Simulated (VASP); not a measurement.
Runs of VASP 6.6.1 on Te. It takes space group P3_121 (No. 152, trigonal). Conventional cell: a = 4.312 Å, b = 4.312 Å, c = 5.966 Å, α = 90.00°, β = 90.00°, γ = 120.00°. Te (site symmetry 2) is surrounded by 6 Te at 2.91 to 3.34 Å. 

```tsv
level	k mesh	cutoff (eV)	smearing	gap on the mesh (eV)	pressure (GPa)	largest force (eV/Å)
r2SCAN	9 × 9 × 6	520	gaussian 0.1 eV	0.14	2.0	(a)
PBEsol	9 × 9 × 6	700	gaussian 0.1 eV	none	0.0	-
PBEsol	9 × 9 × 6	900	gaussian 0.1 eV	none	0.0	-
PBEsol	9 × 9 × 6	520	gaussian 0.5 eV	none	0.1	(b)
PBEsol	15 × 15 × 10	520	gaussian 0.1 eV	none	0.0	0.01
```

Alike in all rows: task single point; potentials or basis VASP PAW PBE potentials, release 64 (Te); no spin polarisation; cell as given.

Estimate the missing entries.

(a) 0.16; (b) 0.09.

Caveats: the PAW data sets were made with another functional, which shifts forces and pressure a little; spin-orbit coupling is left out, which moves the levels of the heavy elements (some runs); an odd mesh through Γ misses points on the zone boundary, where band edges often lie (some runs).

A k mesh can miss the band edges, and the runs leave out spin-orbit coupling on Te.

A gap of «none» marks a metal or a gap under the smearing width.

Not every run made on this cell is shown here.
